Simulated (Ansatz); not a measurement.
# Cr (P6_3/mmc) in Ansatz: further runs

The runs below take Cr through single point, with PBEsol.

All numbers are computed with Ansatz 0.2.0; they aren't measurements. Logs are shortened: lines on timing, memory, paths and dates and some standing lists are left out, and cuts for length are marked.

## 1. Starting point

Symmetry: P6_3/mmc, No. 194, hexagonal system. Conventional cell: a = 2.714 Å, b = 2.714 Å, c = 4.410 Å, α = 90.00°, β = 90.00°, γ = 120.00°. Cr (site symmetry -6m2) has 12 Cr at 2.71 Å as nearest neighbours.

This isn't the form of Cr at room conditions, which is bcc.

## 2. Single point, PBEsol, collinear spin, ferromagnetic start

input.yaml

```yaml
crystal:
  lattice:
    - [2.714, 0.0, 0.0]
    - [-1.357, 2.3503929459, 0.0]
    - [0.0, 0.0, 4.41]
  atoms:
    - { symbol: Cr, position: [0.6666666667, 0.3333333333, 0.75], spin: 1.5 }
    - { symbol: Cr, position: [0.3333333333, 0.6666666667, 0.25], spin: 1.5 }
hamiltonian:
  xc: pbesol
  pseudopotentials: { kind: paw }
magnetization:
  spin_polarized: true
  initial_magnetization: 3.0
  spin_locking: { lock_magnetization: hard }
kpoints:
  mp_grid: { grid: [9, 9, 5] }
scf:
  occupations: { method: fermi_dirac, width: 0.05 }
  lower_state_search: "off"
output:
  forces: true
  stress: true
  eigenvalues: true
  write_density: true
  write_potential: true
  elf: true
  volumetric_format: npy
```

Potentials or basis: Ansatz PAW.

Launch:

```sh
> ansatz run input.yaml --threads 2 --pin off --max-ram 5632MiB --backend cpu --events-out ev --progress --plain --runs-dir out
```

The log of the run:

```text
Warning: output.stress: scf.convergence.dr2_threshold = 1e-7 eV (the SCF's general default) is looser than the 2e-10 eV advised for a printed stress (1e-10 eV for each atom of the cell: 2). What an SCF threshold leaves in a stress goes as its square root, and in the free energy as the threshold itself, and one threshold admits the most on a small cell: of the crystals measured, under no hybrid functional and no lock of the moments, on runs that ended without the residual-converged pass, on stresses that held no estimate of that error, the worst erred by over 100 MPa in a component at 1e-7 eV an atom and by under 5 at 1e-10. Set scf.convergence.dr2_threshold to 2e-10 eV or tighter. The threshold is an SCF's pass mark: one that does not reach it within its budget of iterations ends unconverged, or closes short of it on a stop that the run arms, and scf.convergence.dr2_threshold's page says what that costs each kind of run
Warning: RAYON_NUM_THREADS=2 ignored (pool sized by the plan → 2); use --threads N
Engine: ansatz 0.2.0, aarch64-unknown-linux-gnu
Pseudopotentials: kind: paw
Pseudopotential: Cr, paw, valence charge 14, recommended cutoff 420 eV (normal), Cr.paw.azcp
Functional definition: PBEsol
  exchange = pbesol_x
  correlation = pbesol_c
Crystal: 2 atoms, lattice volume = 28.131 Å³
Basis set: ecut = 420 eV, 549 PW (Γ), exchange–correlation on 40×40×60 points (8 copies of the dense FFT grid, shifted against one another)
Bands: 20, of which v1, the nominal top of the filled ones, is band 14 counted from 1 (13 counted from 0)
Symmetry: 24 space group operations
Space group: P63/mmc (ITA 194), of the structure as read, at distance tolerance 3.0e-5 Å
Magnetic group: BNS 194.263 (UNI 1493), of the structure as read, at distance tolerance 3.0e-5 Å
k-points: 36 of 405
Non-local potential: Cr, projectors of the file, l = 0: 3, l = 1: 2, l = 2: 3, l = 3: 1
PAW form: soft (Blöchl's): semilocal exchange-correlation on the pseudo side does not see the compensation charge
PAW frozen core: Cr, regenerated for the run's functional, and the local potential with it (the file was generated under x = pbe(κ = 0.804, μ = 0.2195149727645171), c = pbe(β = 0.06672455060314922))
PAW one-centre angular grid: Cr, 590 points (default); XC on 64 Gauss nodes
Initial density: superposition of atomic densities (chi_scale 0.1, normalization cell)
Starting moments: Σ|m| = 3 μB on 2 of 2 sites
Initial wavefunctions: pseudopotential atomic-orbital guess
Functional: x = pbesol(κ = 0.804, μ = 0.12345679012345678), c = pbesol(β = 0.046)
SCF iter   1: F=—  HF=-6700.197825 eV  |F-HF|=—  |Δ(HF+E_count)|=         —  Δρ=1.44e-1 (↑1.44e-1 ↓8.71e-2)  dr2=1.32e1  dr2_m=2.71e-1  M=3.000 μB ∫|m|=3.000 μB  β_m=0.30  ethr=3.10e-3  ⟨swp⟩=3.6  Hψ=5055  notcnv=0
preconditioner: auto → none  [metal: Δε(μ)=0.021 eV  Ē_g=4.569 eV  σ=0.050 eV  W_gap=0.10  n_scr=8 (ndim 8)  ℏωp=24.3 eV  f_vac=0.000  D(μ)=3.50/eV (n_scr^D=42)  sad-step TF]
SCF iter   2: F=—  HF=-6697.585085 eV  |F-HF|=—  |Δ(HF+E_count)|=    2.61e0  Δρ=6.78e-2 (↑6.78e-2 ↓4.44e-2)  dr2=3.33e0  dr2_m=7.12e-2  M=3.000 μB ∫|m|=3.000 μB  β_m=0.42  ethr=3.10e-3  ⟨swp⟩=2.0  Hψ=3284  notcnv=0  defer=36
SCF iter   3: F=—  HF=-6696.781773 eV  |F-HF|=—  |Δ(HF+E_count)|=   8.03e-1  Δρ=1.49e-2 (↑1.06e-2 ↓1.49e-2)  dr2=5.89e-2  dr2_m=1.79e-3  M=3.000 μB ∫|m|=3.000 μB  β_m=0.62  ethr=3.10e-3  ⟨swp⟩=2.5  Hψ=2856  notcnv=0  defer=36
SCF iter   4: F=—  HF=-6696.753122 eV  |F-HF|=—  |Δ(HF+E_count)|=   2.87e-2  Δρ=3.51e-3 (↑3.51e-3 ↓2.73e-3)  dr2=8.66e-3  dr2_m=4.51e-4  M=3.000 μB ∫|m|=3.000 μB  β_m=0.81  ethr=2.10e-4  ⟨swp⟩=2.3  Hψ=3320  notcnv=0  defer=22
SCF iter   5: F=—  HF=-6696.754861 eV  |F-HF|=—  |Δ(HF+E_count)|=   1.74e-3  Δρ=3.34e-3 (↑3.34e-3 ↓2.46e-3)  dr2=7.08e-3  dr2_m=7.77e-5  M=3.000 μB ∫|m|=3.001 μB  β_m=0.78  ethr=3.09e-5  ⟨swp⟩=2.0  Hψ=2836  notcnv=0  defer=22
SCF iter   6: F=—  HF=-6696.753505 eV  |F-HF|=—  |Δ(HF+E_count)|=   1.36e-3  Δρ=1.46e-3 (↑1.46e-3 ↓9.57e-4)  dr2=1.21e-3  dr2_m=2.32e-5  M=3.000 μB ∫|m|=3.001 μB  β_m=0.74  ethr=2.53e-5  ⟨swp⟩=2.2  Hψ=1994  notcnv=0  defer=22
SCF iter   7: F=—  HF=-6696.753221 eV  |F-HF|=—  |Δ(HF+E_count)|=   2.84e-4  Δρ=1.85e-4 (↑1.85e-4 ↓9.52e-5)  dr2=1.03e-5  dr2_m=2.20e-6  M=3.000 μB ∫|m|=3.001 μB  β_m=0.84  ethr=4.33e-6  ⟨swp⟩=2.1  Hψ=1869  notcnv=0  defer=22
SCF iter   8: F=—  HF=-6696.753220 eV  |F-HF|=—  |Δ(HF+E_count)|=   1.20e-6  Δρ=8.06e-5 (↑8.06e-5 ↓4.58e-5)  dr2=2.51e-6  dr2_m=3.27e-7  M=3.000 μB ∫|m|=3.001 μB  β_m=0.92  ethr=3.67e-8  ⟨swp⟩=2.4  Hψ=2072  notcnv=0  defer=22
iter 9 met the thresholds in force, and the SCF goes on: an eigenvalue changes by 0.94 meV, over its tolerance of 0.50 meV (output.eigenvalues, Limitations)
SCF iter   9: F=-6696.753220 eV  HF=-6696.753220 eV  |F-HF|=6.69e-8  |Δ(HF+E_count)|=   3.58e-8  Δρ=1.23e-5 (↑1.23e-5 ↓8.50e-6)  dr2=7.78e-8  dr2_m=6.27e-9  M=3.000 μB ∫|m|=3.001 μB  β_m=0.95  ethr=3.57e-10  ⟨swp⟩=6.1  Hψ=7857  notcnv=0
SCF iter  10: F=-6696.753220 eV  HF=-6696.753220 eV  |F-HF|=6.22e-10  |Δ(HF+E_count)|=   8.61e-9  Δρ=1.56e-6 (↑8.54e-7 ↓1.56e-6)  dr2=9.36e-10  dr2_m=1.38e-10  M=3.000 μB ∫|m|=3.001 μB  ethr=2.78e-10  ⟨swp⟩=4.4  Hψ=6896  notcnv=0
SCF 1 converged in 10 iterations: F = -6696.753220 eV  dr2 = 9.36e-10
SCF converged after 10 iterations
Stability checked in part: among states of this total moment the steps that led to this state did not find it unstable. No probe was made; neither looks for a lower state of another moment (fixed_total_moment; see scf.lower_state_search)
an eigenvalue changed by more than its tolerance at an iteration that met the thresholds in force, so the SCF went on 1 time: the last check found none over its tolerance
Magnetization: 3.0000 μB (15.5000 up, 12.5000 down)
Absolute magnetization: 3.0007 μB (∫|ρ↑−ρ↓|)
Spin contamination: 0.0077 ħ² per cell (⟨S²⟩ above its minimum at these occupations)
Per-site moments (μB) at R_I (Å): [(1.3724833430774808, 1.1158327308725133), (1.3724833430774797, 1.1158327308725133)]
Free energy (F): -6696.753220 eV
Harris-Foulkes:  -6696.753220 eV  (|F-HF|=6.22e-10)
Internal energy: -6696.718708 eV  (E = F + TS)
E sigma→0 (E₀):  -6696.735964 eV
Entropy (-TS):   -0.034511 eV (-17.256 meV/atom)
Fermi energy:    15.245860 (↑ 15.331687, ↓ 15.160032) eV
--- Per-component energies (eV) ---
  E_band       = -392.433474
  E_kinetic    = 678.968141
  E_local      = -2699.494506  (includes V_loc(G=0)·N_el)
  E_nonlocal   = 161.092249
  E_hartree    = 1147.597040
  E_xc         = -274.361562
  E_vxc        = -351.323244  (∫ρ·V_xc dr)
  E_paw        = -2334.018866  (= ΣΔE_a)
  E_vpaw       = -476.868877  (= ΣTr[D̂ρ^β])
  E_aug_tail   = 0.000762  (compensation charges beyond the density's cutoff)
  E_ewald      = -3376.821965
  E_core_change = 0.319999  (= ΣΔE_core)
  E_smearing   = -0.034511  (= −TS)
  E_closure    = 0.000000  (closes the sum)
  Σ components = -6696.753220   (vs F -6696.753220, Δ=0.00e0)
--- Forces (eV/Å), atoms counted from 1 ---
  atom   1  Cr     0.00000000     0.00000000     0.00000000
  atom   2  Cr     0.00000000    -0.00000000     0.00000000
  max |Σ_I F_I| component: 1.85e-17 eV/Å
--- Stress (GPa, compression-positive) ---
      -26.005429      -0.000000       0.000000
       -0.000000     -26.005429       0.000000
        0.000000       0.000000     -27.966191
  P = ⅓ Tr σ = -26.6590 GPa (-266.590 kbar)
--- Band table (eV; the first three rows and the last of 72) ---
  k-point 0 ↑: bands = ["-56.7316", "-56.6418", "-28.3728", "-27.9571", "-27.9571", "-27.8895", "-27.8895", "-27.8795", "7.8021", "11.3655", "14.3023", "14.3023", "14.3092", "14.6721", "14.6721", "15.0653", "15.0653", "15.3553", "16.3127", "16.3127"]
  k-point 1 ↑: bands = ["-56.7231", "-56.6505", "-28.3268", "-27.9506", "-27.9506", "-27.9277", "-27.8960", "-27.8960", "8.1520", "11.2015", "14.1834", "14.2141", "14.2141", "14.5526", "14.5526", "14.5831", "15.3165", "15.3165", "16.2903", "16.2903"]
  k-point 2 ↑: bands = ["-56.7007", "-56.6730", "-28.2051", "-28.0527", "-27.9338", "-27.9338", "-27.9129", "-27.9129", "9.1238", "10.3901", "13.8463", "13.9098", "14.1828", "14.1828", "14.3242", "14.3242", "15.7688", "15.7688", "16.1311", "16.1311"]
  k-point 35 ↓: bands = ["-55.2266", "-55.2266", "-26.9014", "-26.9014", "-26.8240", "-26.7764", "-26.6057", "-26.6057", "13.7112", "13.8303", "13.8332", "13.8332", "14.7059", "14.7059", "16.2055", "16.6075", "17.6787", "17.6787", "22.1016", "22.1016"]
```

rho_z.tsv:

```text
# z_ang	rho[e/angstrom^3]	rho_spin[e/angstrom^3]
# format = ansatz-planar-average/11
# lattice	2.714000000	0.000000000	0.000000000
# lattice	-1.357000000	2.350392946	0.000000000
# lattice	0.000000000	0.000000000	4.410000000
# sites	2
# site	24	1.357000000	0.783464315	3.307500000
# site	24	0.000000000	1.566928631	1.102500000
0.000000	2.432206e-1	2.369061e-2
0.147000	2.559818e-1	2.660675e-2
0.294000	3.073407e-1	3.565343e-2
0.441000	4.559587e-1	5.596584e-2
0.588000	7.807297e-1	9.399426e-2
0.735000	1.304306e0	1.460140e-1
[... 22 lines left out ...]
4.116000	3.073407e-1	3.565343e-2
4.263000	2.559818e-1	2.660675e-2
```

It took 2.1 s on 2 threads of Arm Neoverse V1, shared host; peak memory 0.29 GiB.

What came out:

```
Free energy     : -6696.7532 eV
Pressure        : -26.7 GPa
Net moment      : 3.00 μB per cell
Absolute moment : 3.00 μB per cell
Site moments    : Cr +1.37 μB
```

Caveat: the total moment is fixed, so each spin has its own Fermi level; the PAW data sets come from PBE, with cores solved anew for the run's functional, which leaves a small shift of forces and pressure; the thresholds are loose for stress.

[end of part 1 of 2]
